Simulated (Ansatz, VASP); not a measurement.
**LiH in VASP and in Ansatz**

```
CELL_PARAMETERS angstrom
3.22272 0.00000 0.00000
-1.61136 2.79095 0.00000
0.00000 0.00000 4.03123
ATOMIC_POSITIONS crystal
Li 0.33333 0.66667 0.93749
Li 0.66667 0.33333 0.43749
H 0.33333 0.66667 0.43751
H 0.66667 0.33333 0.93751
```

Alike in both runs: task single point; functional PBE; k mesh 9 × 9 × 6; no spin polarisation.

```csv
,VASP,Ansatz
version,VASP 6.6.1,Ansatz 0.2.0
potentials or method,"VASP PAW PBE potentials, release 64 (Li_sv, H)","plane waves, PAW"
plane-wave cutoff (eV),520,420
occupations,"gaussian, width 0.01 eV",fixed
valence electrons in the cell,8,8
```

Ansatz gave:

- gap on the k mesh at the Fermi level (eV): 1.79

**Question.** Which values does VASP return?

**Answer.** gap on the k mesh at the Fermi level (eV): 1.78.

Caveats: an odd mesh through Γ misses points on the zone boundary, where band edges often lie.
